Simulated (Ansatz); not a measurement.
# Li2S: the cost of one run

Method: DFT PBE, scalar-relativistic, plane waves, PAW, in Ansatz 0.2.0.

2 further runs of the same task are left out: 1 that didn't finish, 1 set aside as unsound or not needed.

## (1) Starting point

The structure is cubic, space group Fm-3m (No. 225). Conventional cell: a = 5.708 Å, b = 5.708 Å, c = 5.708 Å, α = 90.00°, β = 90.00°, γ = 90.00°. Li (site symmetry -43m) is surrounded by 4 S at 2.47 Å. S (site symmetry m-3m) has 8 Li at 2.47 Å as nearest neighbours.

Structure file:

```cif
data_structure
_symmetry_space_group_name_H-M 'Fm-3m'
_symmetry_Int_Tables_number 225
_cell_length_a 5.7080
_cell_length_b 5.7080
_cell_length_c 5.7080
_cell_angle_alpha 90.000
_cell_angle_beta 90.000
_cell_angle_gamma 90.000
_cell_volume 185.97
loop_
_atom_site_label
_atom_site_type_symbol
_atom_site_symmetry_multiplicity
_atom_site_Wyckoff_symbol
_atom_site_fract_x
_atom_site_fract_y
_atom_site_fract_z
_atom_site_occupancy
Li1 Li 8 c 0.25000 0.75000 0.75000 1
S1 S 4 a 0.00000 0.00000 0.00000 1
```

The structure comes from the Crystallography Open Database.

## (2) A distortion that keeps the symmetry

Against the listed cell: strain xx, yy, zz, yz, xz, xy = -2.7, -2.7, -2.7, +0.0, +0.0, +0.0 %.

The input, input.yaml:

```yaml
crystal:
  lattice:
    - [0.0, 2.77796944, 2.77796944]
    - [2.77796944, 0.0, 2.77796944]
    - [2.77796944, 2.77796944, 0.0]
  atoms:
    - { symbol: Li, position: [0.25, 0.25, 0.25] }
    - { symbol: Li, position: [0.75, 0.75, 0.75] }
    - { symbol: S, position: [0.0, 0.0, 0.0] }
basis:
  ecutwfc: 420
kpoints:
  mp_grid: { grid: [8, 8, 8] }
hamiltonian:
  xc: pbe
scf:
  occupations: { method: gaussian, width: 0.02 }
output:
  forces: true
  stress: true
  eigenvalues: true
  populations: true
```

The run is started by

```
ansatz run input.yaml --threads 1 --pin off --max-ram 1331MiB --backend cpu --events-out ev --progress --plain --runs-dir out
```

**Question.** How long does this run take on 1 thread of an x86-64 CPU, shared host, and how much memory does it need?

About 2.8 s, with a peak of 0.31 GiB.
